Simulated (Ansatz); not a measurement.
**Stability checks on a candidate for GaSb**

It was relaxed at this level from a cell as deposited in COD.

Level of theory: DFT PBE, scalar-relativistic, plane waves, PAW in Ansatz 0.2.0. Plane waves to 420 eV, a 16×16×16 mesh through Γ for the 2-atom cell and 0.10 eV Gaussian smearing; no spin polarisation.

```
Ga Sb
1.0
     0.00000    3.10687    3.10687
     3.10687    0.00000    3.10687
     3.10687    3.10687    0.00000
Ga Sb
1 1
Direct
  0.00000 0.00000 0.00000
  0.75000 0.75000 0.75000
```

The zero of energy is the elements' standard structures at the same level; no fitted shifts are applied.

Q: These tests were run: energy against the elements; random kick, then relaxation without symmetry; phonons at Γ; elastic tensor. What do they show?

A:

| test | result |
| --- | --- |
| energy against the elements | −0.17 eV/atom |
| random kick, then relaxation without symmetry | returns |
| phonons at Γ | lowest optical mode 208 cm⁻¹ |
| elastic tensor | least eigenvalue 35 GPa |

It fails none of these tests. Competing phases weren't compared here. Phonons away from Γ weren't computed.

These runs have no spin–orbit coupling, which can matter for Sb. The kick test ran on a coarse mesh. The run for the phonons used a 16×16×16 k mesh and Fermi–Dirac smearing of 0.15 eV. The run for the elastic tensor used a 16×16×16 k mesh and Fermi–Dirac smearing of 0.15 eV.
